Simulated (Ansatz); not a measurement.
Phases of PbS at 22 GPa

Structure types of PbS are relaxed in primitive cells with their symmetry kept at 22 GPa, on PAW files; LAPW relaxes the small cells further and takes the PAW cell for the others (marked *). The enthalpy is E + pV at zero temperature, without zero-point motion. Only the types listed were tried, and differences under about 5 meV/atom are mesh noise. The real phase may be another.

Level of theory: DFT with PBE, scalar-relativistic, in Ansatz 0.2.0; Fermi–Dirac smearing of 0.08 eV, no spin polarisation. LAPW: all electrons, basis error target 0.5 meV/atom; PAW: frozen-core files, cutoff 420 eV.

k meshes: rocksalt 13×13×13, CsCl 13×13×13, zincblende 12×12×12, wurtzite 9×9×5, NiAs 9×9×5.

Spin–orbit coupling is left out, which matters for the heavy atoms.

Q: Which type is lowest in enthalpy, and by how much?

A: CsCl, 59 meV/atom below rocksalt. The whole table:

```json
{"start type": "rocksalt", "ends as": "rocksalt, Fm-3m", "a, b, c (Å)": "5.534, 5.534, 5.534", "V (Å³/atom)": "21.18", "H − H(lowest), LAPW (meV/atom)": "59.2", "same, PAW": "59.1"}
{"start type": "CsCl", "ends as": "CsCl, Pm-3m", "a, b, c (Å)": "3.371, 3.371, 3.371", "V (Å³/atom)": "19.15", "H − H(lowest), LAPW (meV/atom)": "0.0", "same, PAW": "0.0"}
{"start type": "zincblende", "ends as": "zincblende, F-43m", "a, b, c (Å)": "5.960, 5.960, 5.960", "V (Å³/atom)": "26.47", "H − H(lowest), LAPW (meV/atom)": "1180.0", "same, PAW": "1179.7"}
{"start type": "wurtzite*", "ends as": "flat h-MgO, P6_3/mmc", "a, b, c (Å)": "4.550, 4.550, 5.497", "V (Å³/atom)": "24.64", "H − H(lowest), LAPW (meV/atom)": "725.8", "same, PAW": "725.6"}
{"start type": "NiAs*", "ends as": "NiAs, P6_3/mmc", "a, b, c (Å)": "3.601, 3.601, 7.373", "V (Å³/atom)": "20.69", "H − H(lowest), LAPW (meV/atom)": "116.5", "same, PAW": "116.5"}
```

Q: Split the lead of CsCl over rocksalt into energy and pV.

A: For rocksalt less CsCl: ΔE = -219.2 meV/atom, and p·ΔV = 22 GPa × +2.0277 Å³ × 6.242 meV/(GPa·Å³) = +278.4 meV/atom, together 59.2 meV/atom. CsCl wins by its smaller volume, against the internal energy.
